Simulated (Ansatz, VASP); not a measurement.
**One calculation of AlN, two programs**

```
Al N
1.0
    -3.28977    3.28977    2.05421
     3.28977   -3.28977    2.05421
     3.28977    3.28977   -2.05421
Al N
4 4
Cartesian
  -0.9679 2.3218 2.0542
  4.2577 0.9679 0.0000
  0.9679 2.3218 0.0000
  2.3218 0.9679 2.0542
  0.9898 2.3000 2.0542
  2.3000 0.9898 0.0000
  2.3000 -0.9898 2.0542
  0.9898 4.2796 0.0000
```

Alike in both runs: functional PBE; k mesh 6 × 6 × 6; occupations gaussian, width 0.1 eV; no spin polarisation.

Ansatz relaxed the structure, and its values are those at the end. VASP's run is a single point on that final structure, the one shown.

|  | VASP | Ansatz |
| --- | --- | --- |
| version | VASP 6.6.1 | Ansatz 0.2.0 |
| potentials or method | VASP PAW PBE potentials, release 64 (Al, N) | scalar-relativistic, plane waves, PAW |
| plane-wave cutoff (eV) | 520 | 420 |
| valence electrons in the cell | 32 | 32 |

VASP gave:

- gap on the k mesh at the Fermi level (eV): 2.22
- least direct gap on the mesh (eV): 2.22
- pressure (GPa): -0.1

Task: Which values does Ansatz return?

Result: gap on the k mesh at the Fermi level (eV): 2.21; least direct gap on the mesh (eV): 2.21; pressure (GPa): 0.1.

A k mesh can miss the band edges.
